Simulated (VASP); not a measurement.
# SiNi (Pnma) in VASP: relaxation of cell and atoms with r2SCAN

Aim: the relaxation of cell and atoms of SiNi with r2SCAN.

All numbers are computed with VASP 6.6.1; they aren't measurements. Logs are shortened: lines on timing, memory, paths and dates and some standing lists are left out, and cuts for length are marked.

## 1. The structure

Symmetry: Pnma, No. 62, orthorhombic system. Conventional cell: a = 5.093 Å, b = 3.354 Å, c = 5.570 Å, α = 90.00°, β = 90.00°, γ = 90.00°. Around Si (site symmetry m) lie 6 Ni at 2.26 to 2.39 Å. Ni (site symmetry m) is surrounded by 6 Si at 2.26 to 2.39 Å.

## 2. Relaxation of cell and atoms, r2SCAN

Input file INCAR:

```
SYSTEM = SiNi
ALGO = Normal
EDIFF = 1E-7
EDIFFG = -0.005
ENCUT = 600
IBRION = 2
ISIF = 3
ISMEAR = 1
KPAR = 4
LASPH = .TRUE.
LCHARG = .FALSE.
LMIXTAU = .TRUE.
LREAL = .FALSE.
LWAVE = .FALSE.
METAGGA = R2SCAN
NELM = 80
NSW = 90
PREC = Accurate
SIGMA = 0.1
```

Input file KPOINTS:

```
k-points
0
G
  8 12 8
  0 0 0
```

Input file POSCAR:

```
SiNi                                    
1.0
    5.0932087600      0.0000000000      0.0000000000
    0.0000000000      3.3539026928      0.0000000000
    0.0000000000      0.0000000000      5.5704336952
  Si              Ni            
     4     4
Direct
     0.3209440539217444    0.7500000000000000    0.0839862857797990
     0.1790559460782557    0.2500000000000000    0.5839862857797991
     0.8209440539217443    0.7500000000000000    0.4160137142202009
     0.6790559460782557    0.2500000000000000    0.9160137142202009
     0.0080076464454278    0.2500000000000000    0.1892787185905997
     0.4919923535545722    0.7500000000000000    0.6892787185905996
     0.5080076464454275    0.2500000000000000    0.3107212814094004
     0.9919923535545725    0.7500000000000000    0.8107212814094004
```

Potentials or basis: VASP PAW PBE potentials, release 64 (Si, Ni).

On the command line:

```bash
$ cat potpaw_PBE.64/Si/POTCAR potpaw_PBE.64/Ni/POTCAR > POTCAR
$ mpirun -np 4 vasp_std > vasp.out
```

OUTCAR:

```text
SYSTEM = SiNi
   EDIFF = 1E-7
   EDIFFG = -0.005
   ENCUT = 600
   IBRION = 2
   ISIF = 3
   ISMEAR = 1
   LASPH = .TRUE.
   LREAL = .FALSE.
   METAGGA = R2SCAN
   NELM = 80
   NSW = 90
   PREC = Accurate

 ion  position               nearest neighbor table
   1  0.321  0.750  0.084-   8 2.26   7 2.31   7 2.31   6 2.36   5 2.39   5 2.39   4 2.65   4 2.65
                             3 3.15   3 3.15
   2  0.179  0.250  0.584-   7 2.26   8 2.31   8 2.31   5 2.36   6 2.39   6 2.39   3 2.65   3 2.65
                             4 3.15   4 3.15
   3  0.821  0.750  0.416-   6 2.26   5 2.31   5 2.31   8 2.36   7 2.39   7 2.39   2 2.65   2 2.65
                             1 3.15   1 3.15
   4  0.679  0.250  0.916-   5 2.26   6 2.31   6 2.31   7 2.36   8 2.39   8 2.39   1 2.65   1 2.65
                             2 3.15   2 3.15
   5  0.008  0.250  0.189-   4 2.26   3 2.31   3 2.31   2 2.36   1 2.39   1 2.39   7 2.63   7 2.63
                             8 2.70   8 2.70
   6  0.492  0.750  0.689-   3 2.26   4 2.31   4 2.31   1 2.36   2 2.39   2 2.39   8 2.63   8 2.63
                             7 2.70   7 2.70
   7  0.508  0.250  0.311-   2 2.26   1 2.31   1 2.31   4 2.36   3 2.39   3 2.39   5 2.63   5 2.63
                             6 2.70   6 2.70
   8  0.992  0.750  0.811-   1 2.26   2 2.31   2 2.31   3 2.36   4 2.39   4 2.39   6 2.63   6 2.63
                             5 2.70   5 2.70

  LATTYP: Found a simple orthorhombic cell.
 ALAT       =     3.3539026928
 B/A-ratio  =     1.5185916905
 C/A-ratio  =     1.6608811303

  Lattice vectors:

 A1 = (   0.0000000000,  -3.3539026928,   0.0000000000)
 A2 = (   5.0932087600,   0.0000000000,   0.0000000000)
 A3 = (   0.0000000000,   0.0000000000,   5.5704336952)

Analysis of symmetry for initial positions (statically):
=====================================================================
 Subroutine PRICEL returns:
 Original cell was already a primitive cell.

 Routine SETGRP: Setting up the symmetry group for a
 simple orthorhombic supercell.

 Subroutine GETGRP returns: Found  8 space group operations
 (whereof  2 operations were pure point group operations)
 out of a pool of  8 trial point group operations.

The static configuration has the point symmetry S_2 .
 The point group associated with its full space group is D_2h.

Analysis of symmetry for dynamics (positions and initial velocities):
=====================================================================
 Subroutine PRICEL returns:
 Original cell was already a primitive cell.

 Routine SETGRP: Setting up the symmetry group for a
 simple orthorhombic supercell.

 Subroutine GETGRP returns: Found  8 space group operations
 (whereof  2 operations were pure point group operations)
 out of a pool of  8 trial point group operations.

The dynamic configuration has the point symmetry S_2 .
 The point group associated with its full space group is D_2h.

 Subroutine INISYM returns: Found  8 space group operations
 (whereof  2 operations are pure point group operations),
 and found     1 'primitive' translations

----------------------------------------------------------------------------------------

                                     Primitive cell

  volume of cell :      95.1549

  direct lattice vectors                    reciprocal lattice vectors
     5.093208760  0.000000000  0.000000000     0.196339881  0.000000000  0.000000000
     0.000000000  3.353902693  0.000000000     0.000000000  0.298160111  0.000000000
     0.000000000  0.000000000  5.570433695     0.000000000  0.000000000  0.179519236

  length of vectors
     5.093208760  3.353902693  5.570433695     0.196339881  0.298160111  0.179519236

  position of ions in fractional coordinates (direct lattice)
     0.320944054  0.750000000  0.083986286
     0.179055946  0.250000000  0.583986286
     0.820944054  0.750000000  0.416013714
     0.679055946  0.250000000  0.916013714
     0.008007646  0.250000000  0.189278719
     0.491992354  0.750000000  0.689278719
     0.508007646  0.250000000  0.310721281
     0.991992354  0.750000000  0.810721281

  ion indices of the primitive-cell ions
   primitive index   ion index
                 1           1
                 2           2
                 3           3
                 4           4
                 5           5
                 6           6
                 7           7
                 8           8

----------------------------------------------------------------------------------------

 KPOINTS: k-points

Automatic generation of k-mesh.
 Grid dimensions read from file:
[... 59 lines left out ...]
   ISPIN  =      1    spin polarized calculation?
   LNONCOLLINEAR =      F non collinear calculations
   LSORBIT =      F    spin-orbit coupling
   LASPH  =      T    aspherical Exc in radial PAW
   ENCUT  =  600.0 eV  44.10 Ry    6.64 a.u.  10.17  6.70 11.13*2*pi/ulx,y,z
   NELM   =     80;   NELMIN=  2; NELMDL= -5     # of ELM steps
   EDIFF  = 0.1E-06   stopping-criterion for ELM
   LREAL  =      F    real-space projection
   EDIFFG = -.5E-02   stopping-criterion for IOM
   NSW    =     90    number of steps for IOM
   IBRION =      2    ionic relax: 0-MD 1-quasi-New 2-CG
   NFREE  =      1    steps in history (QN), initial steepest desc. (CG)
   ISIF   =      3    stress and relaxation
   ISYM   =      2    0-nonsym 1-usesym 2-fastsym
   POTIM  = 0.5000    time-step for ionic-motion
   TEBEG  =    0.0;   TEEND  =   0.0 temperature during run
   PSTRESS=    0.0 pullay stress
   NELECT =      56.0000    total number of electrons
   NUPDOWN=      -1.0000    fix difference up-down
   EMIN   =  10.00;   EMAX   =-10.00  energy-range for DOS
   EFERMI =   0.00;   METHOD = LEGACY
   ISMEAR =     1;   SIGMA  =   0.10  broadening in eV -4-tet -1-fermi 0-gaus
   EFERMI_NEDOS =   21; number of points for ismear=-14 and -15
   IALGO  =     38    algorithm
   IMIX   =      4    mixing-type and parameters
     AMIX     =   0.40;   BMIX     =  1.00
     AMIX_MAG =   1.60;   BMIX_MAG =  1.00
  volume/ion in A,a.u.               =      11.89        80.27
  Fermi-wavevector in a.u.,A,eV,Ry     =   1.371915  2.592543 25.608214  1.882151
  Thomas-Fermi vector in A             =   2.497569
   LORBIT       =      0    0 simple, 1 ext, 2 COOP (PROOUT), +10 PAW based schemes
   METAGGA = R2SCAN    functional components
   LHFCALC =     F    Hartree Fock is set to
   AEXX    =    0.0000 exact exchange contribution
   IVDW    =     0    specifies the selected vdW correction
   LEPSILON=     F    determine dielectric tensor
   LRPA    =     F    only Hartree local field effects (RPA)
 conjugate gradient relaxation of ions
 non-spin polarized calculation
 Methfessel and Paxton  Order N= 1 SIGMA  =   0.10
  energy-cutoff  :      600.00
  volume of cell :       95.15
 maximum number of plane-waves:      3208
 NGX is ok and might be reduce to    42
   NGX = 21   NGY = 13   NGZ = 23

--------------------------------------- Ionic step        1  -------------------------------------------

 number of electron      56.0000002 magnetization

 Free energy of the ion-electron system (eV)
  ---------------------------------------------------
  ext. energy  EPLUGINS =         0.00000000
  ---------------------------------------------------
  free energy    TOTEN  =       -86.69109024 eV

  energy without entropy =      -86.69143489  energy(sigma->0) =      -86.69120512

------------------------ aborting loop because EDIFF is reached ----------------------------------------

  FORCE on cell =-STRESS in cart. coord.  units (eV):
  Direction    XX          YY          ZZ          XY          YZ          ZX
  --------------------------------------------------------------------------------------
  -------------------------------------------------------------------------------------
  Total        0.0014561      0.0071087      0.0046907     -0.0000000      0.0000000      0.0000000
  in kB        0.0245166      0.1196929      0.0789804     -0.0000000      0.0000000      0.0000000
  external PRESSURE =       0.0743966 kB  Pullay stress =       0.0000000 kB

 VOLUME and BASIS-vectors are now :
 -----------------------------------------------------------------------------
  energy-cutoff  :      600.00
  volume of cell :       95.15
      direct lattice vectors                 reciprocal lattice vectors
     5.093208760  0.000000000  0.000000000     0.196339881  0.000000000  0.000000000
     0.000000000  3.353902693  0.000000000     0.000000000  0.298160111  0.000000000
     0.000000000  0.000000000  5.570433695     0.000000000  0.000000000  0.179519236

 POSITION                                       TOTAL-FORCE (eV/Angst)
 -----------------------------------------------------------------------------------
      1.63464      2.51543      0.46784         0.006382     -0.000000     -0.001164
      0.91197      0.83848      3.25306        -0.006382      0.000000     -0.001164
      4.18124      2.51543      2.31738         0.006382     -0.000000      0.001164
      3.45857      0.83848      5.10259        -0.006382     -0.000000      0.001164
      0.04078      0.83848      1.05436        -0.001708      0.000000     -0.002322
      2.50582      2.51543      3.83958         0.001708      0.000000     -0.002322
      2.58739      0.83848      1.73085        -0.001708     -0.000000      0.002322
      5.05242      2.51543      4.51607         0.001708     -0.000000      0.002322
 -----------------------------------------------------------------------------------
    total drift:                                0.000000     -0.000000      0.000000

  FREE ENERGIE OF THE ION-ELECTRON SYSTEM (eV)
  ---------------------------------------------------
  free  energy   TOTEN  =       -86.6910902404 eV

  energy  without entropy=      -86.6914348883  energy(sigma->0) =      -86.69120512

--------------------------------------- Ionic step        2  -------------------------------------------

 number of electron      56.0000002 magnetization

 Free energy of the ion-electron system (eV)
  ---------------------------------------------------
  ext. energy  EPLUGINS =         0.00000000
  ---------------------------------------------------
  free energy    TOTEN  =       -86.69109757 eV

  energy without entropy =      -86.69144501  energy(sigma->0) =      -86.69121338

 E-fermi :  10.6097     XC(G=0): -13.1930

 val. band max:       10.5916754032   @ k =   0.0000   0.4167   0.2500
 cond. band min:      10.6264170454   @ k =   0.0000   0.5000   0.3750
 fundamental gap:      0.0347416421
 Fermi energy:        10.6097162125

 k-point     1 :       0.0000    0.0000    0.0000
  band No.  band energies     occupation
      1      -3.2116      2.00000
      2       0.3753      2.00000
      3       1.7102      2.00000
      4       2.4487      2.00000
      5       3.6772      2.00000
      6       4.2102      2.00000
[... 853 lines left out ...]
     32      12.3950     -0.00000
     33      13.3414      0.00000

 [... further k-points ...]
[... 5 lines left out ...]
  --------------------------------------------------------------------------------------
  -------------------------------------------------------------------------------------
  Total        0.0065078      0.0077095      0.0060673      0.0000000      0.0000000      0.0000000
  in kB        0.1095676      0.1297990      0.1021497      0.0000000      0.0000000      0.0000000
  external PRESSURE =       0.1138387 kB  Pullay stress =       0.0000000 kB

 VOLUME and BASIS-vectors are now :
 -----------------------------------------------------------------------------
  energy-cutoff  :      600.00
  volume of cell :       95.16
      direct lattice vectors                 reciprocal lattice vectors
     5.093253481  0.000000000  0.000000000     0.196338157  0.000000000  0.000000000
    -0.000000000  3.354046467  0.000000000     0.000000000  0.298147330  0.000000000
     0.000000000  0.000000000  5.570591264     0.000000000  0.000000000  0.179514158

 POSITION                                       TOTAL-FORCE (eV/Angst)
 -----------------------------------------------------------------------------------
      1.63496      2.51553      0.46780         0.003328     -0.000000     -0.000725
      0.91167      0.83851      3.25309        -0.003328      0.000000     -0.000725
      4.18158      2.51553      2.31750         0.003328     -0.000000      0.000725
      3.45830      0.83851      5.10279        -0.003328     -0.000000      0.000725
      0.04070      0.83851      1.05428        -0.000900      0.000000     -0.002012
      2.50592      2.51553      3.83958         0.000900      0.000000     -0.002012
      2.58733      0.83851      1.73101        -0.000900      0.000000      0.002012
      5.05255      2.51553      4.51631         0.000900      0.000000      0.002012
 -----------------------------------------------------------------------------------
    total drift:                               -0.000000      0.000000      0.000000

  FREE ENERGIE OF THE ION-ELECTRON SYSTEM (eV)
  ---------------------------------------------------
  free  energy   TOTEN  =       -86.6910975660 eV

  energy  without entropy=      -86.6914450069  energy(sigma->0) =      -86.69121338

 reached required accuracy - stopping structural energy minimisation
```

Wall time 11 min (4 MPI ranks of Intel Xeon Platinum 8488C (Sapphire Rapids), shared host); peak memory 0.63 GiB.

What came out:

```
Free energy                  : -86.6911 eV
Energy gained by relaxing    : 0.0 meV/atom
Ionic steps                  : 2
Pressure after relaxing      : 0.0 GPa
Largest force after relaxing : 0.003 eV/Å
Band gap on the k mesh       : none (metal or under the smearing width)
```

Forces on the atoms (eV/Å):
```
Si   0.003  0.000 -0.001
Si  -0.003  0.000 -0.001
Si   0.003  0.000  0.001
Si  -0.003  0.000  0.001
Ni  -0.001  0.000 -0.002
Ni   0.001  0.000 -0.002
Ni  -0.001  0.000  0.002
Ni   0.001  0.000  0.002
```

Final structure:
```xyz
8
Lattice="5.0933 0.0000 0.0000 0.0000 3.3540 0.0000 0.0000 0.0000 5.5706" Properties=species:S:1:pos:R:3 pbc="T T T"
Si    1.6350    2.5155    0.4678
Si    0.9117    0.8385    3.2531
Si    4.1816    2.5155    2.3175
Si    3.4583    0.8385    5.1028
Ni    0.0407    0.8385    1.0543
Ni    2.5059    2.5155    3.8396
Ni    2.5873    0.8385    1.7310
Ni    5.0526    2.5155    4.5163
```

Caveat: the PAW data sets were made with another functional, which shifts forces and pressure a little.
